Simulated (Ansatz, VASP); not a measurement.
**GaSb: VASP beside Ansatz**

One calculation is typed for both programs; each brings its own data sets and cutoff. How far apart do they land? The cell is taken from a series of VASP runs on this material, whose earlier steps may have relaxed, scaled or displaced it; both programs get it as it stands.

Program: Ansatz 0.2.0. Level of theory: plane waves, with VASP 6.6.1 beside it; zone-centre phonons at r2SCAN. Results are calculated unless marked as measured.

## Step 1: The structure

The structure is cubic, space group F-43m (No. 216). Conventional cell: a = 6.133 Å, b = 6.133 Å, c = 6.133 Å, α = 90.00°, β = 90.00°, γ = 90.00°. Nearest to Sb lie 4 Ga at 2.66 Å. Nearest to Ga lie 4 Sb at 2.66 Å. Farther neighbours are not listed.

## Step 2: Ansatz: zone-centre phonons, r2SCAN

Ansatz runs on its default PAW (the set named soft_2) files.

Second derivatives magnify differences that forces hide, and they need a tight electronic threshold.

input.yaml reads:

```yaml
crystal:
  lattice:
    - [0.0, 3.0666448441, 3.0666448441]
    - [3.0666448441, 0.0, 3.0666448441]
    - [3.0666448441, 3.0666448441, 0.0]
  atoms:
    - { symbol: Sb, position: [0.75, 0.75, 0.75] }
    - { symbol: Ga, position: [0.0, 0.0, 0.0] }
hamiltonian:
  xc: r2scan
  pseudopotentials: { kind: paw }
kpoints:
  mp_grid: { grid: [10, 10, 10] }
scf:
  occupations: { method: methfessel_paxton, width: 0.15 }
phonons:
  method: dfpt
  qpoints: [[0, 0, 0]]
```

Command:

```bash
ansatz run input.yaml --threads 4 --pin off --max-ram 9216MiB --backend cpu --events-out ev --progress --plain --runs-dir out
```

Numbers of over 12 decimals in the logs are rounded to 6 here.

Output:

```text
Engine: ansatz 0.2.0, aarch64-unknown-linux-gnu
Pseudopotentials: kind: paw
Pseudopotential: Sb, paw, valence charge 15, recommended cutoff 500 eV (meta_gga), Sb.paw.azcp
Pseudopotential: Ga, paw, valence charge 13, recommended cutoff 500 eV (meta_gga), Ga.paw.azcp
Functional definition: r2SCAN
  parameter k0 = 0.174
  parameter k1 = 0.065
  parameter a1 = 4.9479
  exchange = r2scan_x(k0 = k0, k1 = k1, a1 = a1)
  correlation = r2scan_c
Crystal: 2 atoms, lattice volume = 57.679 Å³
Basis set: ecut = 500 eV, 1459 PW (Γ), exchange–correlation on 160×160×160 points (125 copies of the dense FFT grid, shifted against one another)
Bands: 18, of which v1, the nominal top of the filled ones, is band 14 counted from 1 (13 counted from 0)
Symmetry: 24 space group operations
k-points: 171 of 1000 (irreducible under 4 space group operations, time reversal used)
Non-local potential: Sb, projectors of the file, l = 0: 2, l = 1: 2, l = 2: 2, l = 3: 2
Non-local potential: Ga, projectors of the file, l = 0: 2, l = 1: 2, l = 2: 3, l = 3: 1
PAW form: soft (Blöchl's): semilocal exchange-correlation on the pseudo side does not see the compensation charge
PAW frozen core: Sb, regenerated for the run's functional (the file was generated under x = pbe(κ = 0.804, μ = 0.219515), c = pbe(β = 0.066725))
PAW frozen core: Ga, regenerated for the run's functional (the file was generated under x = pbe(κ = 0.804, μ = 0.219515), c = pbe(β = 0.066725))
PAW one-centre angular grid: Sb, 590 points (default); XC on 160 Gauss nodes
PAW one-centre angular grid: Ga, 590 points (default); XC on 160 Gauss nodes
Initial density: superposition of atomic densities (neutral atoms: chi_scale 0, normalization atom), corrected by the library's trained network
Initial wavefunctions: pseudopotential atomic-orbital guess
Functional: x = r2scan, c = r2scan; τ floored in thin density (d = 2e-4 eV/Å³)
SCF iter   1: F=—  HF=-10289.857396 eV  |F-HF|=—  |Δ(HF+E_count)|=         —  Δρ=7.61e-3  dr2=1.47e-2  dr2_τ=3.13e-3  ethr=1.77e-3  ⟨swp⟩=5.2  Hψ=15101  notcnv=0
preconditioner: auto → none  [insulator: Δε(μ)=0.335 eV  Ē_g=15.354 eV  σ=0.150 eV  W_gap=0.82  n_scr=14 (ndim 8)  ℏωp=20.7 eV  f_vac=0.096  D(μ)=0.01/eV (n_scr^D=0)  ε∞_Penn≈2.8]
SCF iter   2: F=—  HF=-10289.865103 eV  |F-HF|=—  |Δ(HF+E_count)|=   7.71e-3  S|Δr|=    0.00e0  Δρ=1.99e-3  dr2=1.97e-3  dr2_τ=3.80e-5  ethr=5.24e-5  ⟨swp⟩=2.0  Hψ=6665  notcnv=0
SCF iter   3: F=—  HF=-10289.864440 eV  |F-HF|=—  |Δ(HF+E_count)|=   6.62e-4  S|Δr|=    0.00e0  Δρ=1.60e-3  dr2=4.92e-4  dr2_τ=6.95e-6  ethr=7.03e-6  ⟨swp⟩=2.0  Hψ=4617  notcnv=0
SCF iter   4: F=—  HF=-10289.864659 eV  |F-HF|=—  |Δ(HF+E_count)|=   2.18e-4  S|Δr|=    0.00e0  Δρ=2.66e-4  dr2=1.45e-5  dr2_τ=5.51e-7  ethr=1.76e-6  ⟨swp⟩=2.7  Hψ=3765  notcnv=0
SCF iter   5: F=—  HF=-10289.864659 eV  |F-HF|=—  |Δ(HF+E_count)|=   2.29e-8  S|Δr|=    0.00e0  Δρ=2.58e-5  dr2=5.21e-7  dr2_τ=4.83e-9  ethr=5.16e-8  ⟨swp⟩=2.8  Hψ=5290  notcnv=0
SCF iter   6: F=—  HF=-10289.864656 eV  |F-HF|=—  |Δ(HF+E_count)|=   2.59e-6  S|Δr|=    0.00e0  Δρ=6.32e-6  dr2=1.30e-8  dr2_τ=4.10e-10  ethr=1.86e-9  ⟨swp⟩=2.4  Hψ=4167  notcnv=0
SCF iter   7: F=—  HF=-10289.864656 eV  |F-HF|=—  |Δ(HF+E_count)|=   8.89e-9  S|Δr|=    0.00e0  Δρ=1.82e-6  dr2=1.07e-9  dr2_τ=3.37e-11  ethr=4.66e-11  ⟨swp⟩=2.0  Hψ=5472  notcnv=0
SCF iter   8: F=—  HF=-10289.864656 eV  |F-HF|=—  |Δ(HF+E_count)|=   1.84e-9  S|Δr|=    0.00e0  Δρ=1.54e-7  dr2=2.35e-11  dr2_τ=1.12e-13  ethr=3.83e-12  ⟨swp⟩=2.0  Hψ=4618  notcnv=0
SCF iter   9: F=-10289.864656 eV  HF=-10289.864656 eV  |F-HF|=3.64e-12  |Δ(HF+E_count)|=  1.46e-11  S|Δr|=    0.00e0  Δρ=2.06e-8  dr2=1.60e-13  dr2_τ=4.65e-15  ethr=1.00e-12  ⟨swp⟩=6.3  Hψ=14338  notcnv=0
SCF 1 converged in 9 iterations: F = -10289.864656 eV  dr2 = 1.60e-13
  greatest PAW one-centre occupation: 0.993 electrons in one spin orbital (limit 2), on the Ga atom at site 1 (counted from 0), in its partial waves of l = 2
DFPT response loops at Γ: preconditioner auto → Kerker (q_TF=auto, 2.419 Å⁻¹) (partly filled bands, converged f_vac=0.089); β = 1.00, the filter's whole step (`scf.mixing.beta` (0.50) is not read by the response loops under this deck's `scf.mixing.preconditioner`; to damp them name `kerker` or `kerker_dos`, under which they read `scf.mixing.beta`, and type it under 1.00, their step now; both keys bind the ground state too); Broyden in place of MSR1
SCF converged after 9 iterations
Stability not checked: this state was not tested for a lower state beside it, because cold or Methfessel-Paxton smearing, or corrected tetrahedra, fill the levels in a way that the test cannot read (fill_not_monotonic; see scf.lower_state_search)
Free energy (F): -10289.864656 eV
Harris-Foulkes:  -10289.864656 eV  (|F-HF|=3.64e-12)
Internal energy: -10289.864968 eV  (E = F + TS)
E sigma→0 (E₀):  -10289.864734 eV
Entropy (-TS):   0.000312 eV (0.156 meV/atom)
Fermi energy:    7.472697 eV
Step filling:    the computed levels leave a gap of 0.4088 eV = 2.7 smearing widths at the electron count; against every level under it full and every level over it empty, smearing changes F+E_penalty+E_count by +0.058 meV and its σ→0 estimate by -0.020 meV
--- Per-component energies (eV) ---
  E_band       = -281.938525
  E_kinetic    = 321.353953
  E_local      = -3926.916353  (includes V_loc(G=0)·N_el)
  E_nonlocal   = 790.217797
  E_hartree    = 1809.048842
  E_xc         = -189.222818
  E_vxc        = -161.620159  (∫ρ·V_xc dr)
  E_paw        = -6606.497277  (= ΣΔE_a)
  E_vpaw       = -933.135140  (= ΣTr[D̂ρ^β])
  E_aug_tail   = -0.000037  (compensation charges beyond the density's cutoff)
  E_vtau       = 10.063720  (kinetic-family band-sum trace: ∫τ·v_τ [+ j·A + Jᵃ·Aᵃ] dr)
  E_ewald      = -2487.702043
  E_core_change = -0.147033  (= ΣΔE_core)
  E_smearing   = 0.000312  (= −TS)
  E_closure    = -0.000000  (closes the sum)
  Σ components = -10289.864656   (vs F -10289.864656, Δ=0.00e0)
--- Band table (eV; the first three rows and the last of 171) ---
  k-point 0: bands = [... 10 lower, -4.4502, 7.4215, 7.4215, 7.4215, 7.8304, 10.4170, 10.4170, 10.4170]
  k-point 1: bands = [... 10 lower, -4.3425, 5.9042, 7.2452, 7.2452, 8.6712, 10.6615, 10.6615, 10.8653]
  k-point 2: bands = [... 10 lower, -4.0292, 4.1593, 6.8796, 6.8796, 8.6426, 11.1373, 11.1373, 12.2339]
  k-point 170: bands = [... 10 lower, -1.9611, 0.6869, 3.8263, 4.6095, 10.9581, 11.6687, 12.6829, 13.1940]
--- Phonons (Γ-DFPT): 2 representative perturbations + reference, on 171 of 1000 k-points (Σ response iterations 15) ---
  k mesh reduced under 4 symmetry operations, with k and −k counted as one. Each operation leaves every solved perturbation unchanged. A smaller set is not considered because the functional reads the kinetic-energy density
  ASR residual: 5.508e-5 → 0.000e0 eV/Å²; symmetrization residual: 6.207e-5 eV/Å²
  ASR residual per site (eV/Å²): 2.84e-5 5.51e-5
  Γ frequencies (cm⁻¹): 0.00 0.00 0.00 221.62 221.62 221.62
  non-analytic LO–TO correction: not included (Born effective charges unavailable; polar crystals: no LO–TO splitting at Γ)
--- Phonons (arbitrary-q DFPT): 1 explicit q-point ---
  q = [0, 0, 0] (of the zone-centre solve; hermiticity 1.55e-5, symmetrization 6.09e-13): -0.00 0.00 0.00 221.62 221.62 221.62
  sum rule: each row above includes the acoustic sum rule's correction from the zone centre's row sums; it moved no ω² by more than (0.46 cm⁻¹)²
```

Elapsed: 60 s, on 4 threads of Arm Neoverse V1, shared host; peak memory 1.7 GiB; 3.9 min of CPU time.

## Step 3: VASP: zone-centre phonons, r2SCAN

The same cell, functional, mesh and smearing now go to VASP, with its own data sets and cutoff.

Lines of VASP's logs that name or quote its potential files are left out, and so is its time.

INCAR reads:

```
SYSTEM = GaSb
PREC = Accurate
ENCUT = 450
EDIFF = 1E-08
NELM = 100
ISMEAR = 1
SIGMA = 0.15
LREAL = .FALSE.
ALGO = Normal
METAGGA = R2SCAN
LASPH = .TRUE.
NBANDS = 15
LORBIT = 11
LWAVE = .FALSE.
LCHARG = .FALSE.
KPAR = 2
IBRION = 6
NFREE = 2
POTIM = 0.015
NSW = 1
ISIF = 2
```

POSCAR reads:

```
GaSb
1.0
    0.0000000000      3.0666448441      3.0666448441
    3.0666448441      0.0000000000      3.0666448441
    3.0666448441      3.0666448441      0.0000000000
Sb Ga
1 1
Direct
    0.7500000000      0.7500000000      0.7500000000
    0.0000000000      0.0000000000      0.0000000000
```

KPOINTS reads:

```
Automatic mesh
0
Gamma
10 10 10
0 0 0
```

PAW data sets: Sb and Ga_d (PBE family, release 64).

Command:

```bash
mpirun -np 2 vasp_std
```

Output:

```text
[banner, memory and clock lines left out]
running    2 mpi-ranks, on    1 nodes
 distrk:  each k-point on    1 cores,    2 groups
 distr:  one band on    1 cores,    1 groups

 POSCAR found type information on POSCAR SbGa
 POSCAR found :  2 types and       2 ions
|                                                                             |
|               ----> ADVICE to this user running VASP <----                  |
|                                                                             |
|     You enforced a specific xc type in the INCAR file but a different       |
|     [... a line on the potential file left out ...]
|     I HOPE YOU KNOW WHAT YOU ARE DOING!                                     |
|                                                                             |

 LDA part: xc-table for (None), standard interpolation
 POSCAR, INCAR and KPOINTS ok, starting setup
 FFT: planning ... GRIDC
 FFT: planning ... GRID_SOFT
 FFT: planning ... GRID
 WAVECAR not read
 entering main loop
       N       E                     dE             d eps       ncg     rms          rms(c)
DAV:   1     0.467810893908E+02    0.46781E+02   -0.83738E+03  1418   0.138E+03
DAV:   2    -0.333715968647E+02   -0.80153E+02   -0.77587E+02  1564   0.296E+02
DAV:   3    -0.393343229425E+02   -0.59627E+01   -0.59346E+01  1711   0.672E+01
DAV:   4    -0.394364982730E+02   -0.10218E+00   -0.10216E+00  1714   0.996E+00
DAV:   5    -0.394388277375E+02   -0.23295E-02   -0.23294E-02  1828   0.133E+00    0.289E+00
DAV:   6    -0.376035962383E+02    0.18352E+01   -0.33574E-01  1578   0.896E+00    0.200E+00
DAV:   7    -0.376039541658E+02   -0.35793E-03   -0.75233E-02  1683   0.318E+00    0.540E-01
DAV:   8    -0.376048929232E+02   -0.93876E-03   -0.61804E-03  1740   0.987E-01    0.174E-01
DAV:   9    -0.376046858898E+02    0.20703E-03   -0.56668E-03  1781   0.124E+00    0.626E-02
DAV:  10    -0.376044894829E+02    0.19641E-03   -0.50989E-04  1830   0.380E-01    0.266E-02
DAV:  11    -0.376044692762E+02    0.20207E-04   -0.11758E-04  1886   0.181E-01    0.672E-03
DAV:  12    -0.376044698656E+02   -0.58943E-06   -0.16786E-05  1711   0.629E-02    0.679E-03
DAV:  13    -0.376044662793E+02    0.35863E-05   -0.79763E-06  1865   0.528E-02    0.818E-04
DAV:  14    -0.376044665135E+02   -0.23421E-06   -0.49407E-07  2171   0.695E-03    0.424E-04
DAV:  15    -0.376044668669E+02   -0.35344E-06   -0.31233E-08  1850   0.275E-03    0.251E-04
DAV:  16    -0.376044668955E+02   -0.28579E-07   -0.13891E-08   978   0.221E-03    0.352E-05
DAV:  17    -0.376044668862E+02    0.92705E-08   -0.66252E-10   957   0.293E-04
   1 F= -.37604467E+02 E0= -.37604569E+02  d E =0.306887E-03
[...]
2 F= -.37603549E+02 E0= -.37603640E+02  d E =0.270889E-03
[...]
3 F= -.37603548E+02 E0= -.37603639E+02  d E =0.270919E-03
[...]
4 F= -.37603485E+02 E0= -.37603575E+02  d E =0.270872E-03
 Finite differences progress:
  Degree of freedom:   2/  2
  Displacement:        1/  2
  Total:               3/  4
 bond charge predicted
       N       E                     dE             d eps       ncg     rms          rms(c)
DAV:   1    -0.375950324231E+02    0.84524E-02   -0.21177E+00  5214   0.981E+00    0.766E-02
DAV:   2    -0.376033577750E+02   -0.83254E-02   -0.39160E-02  6968   0.163E+00    0.466E-02
DAV:   3    -0.376034327719E+02   -0.74997E-04   -0.59019E-04  6551   0.194E-01    0.344E-02
DAV:   4    -0.376034832511E+02   -0.50479E-04   -0.10497E-04  6265   0.976E-02    0.623E-03
DAV:   5    -0.376034874880E+02   -0.42369E-05   -0.11186E-05  6257   0.287E-02    0.361E-03
DAV:   6    -0.376034878648E+02   -0.37674E-06   -0.13210E-06  6229   0.896E-03    0.581E-04
DAV:   7    -0.376034878610E+02    0.37185E-08   -0.12207E-07  6495   0.314E-03    0.273E-04
DAV:   8    -0.376034878525E+02    0.85915E-08   -0.24902E-08  6417   0.109E-03
   5 F= -.37603488E+02 E0= -.37603578E+02  d E =0.270828E-03
 Finite differences progress:
  Degree of freedom:   2/  2
  Displacement:        2/  2
  Total:               4/  4
```

[end of part 1 of 2]

[Lines on the potential files, build, host, timing and source positions are cut from VASP's logs without a mark.]

[Logs are printed without paths, hosts, clocks, repeated set-up lines and the standing remarks that a program may print on its own settings, such as how far it seeks lower states.]

[Hosts, paths, dates, database ids (printed as entryN), source tags and the programs' standing remarks are cut or masked in the printed files.]
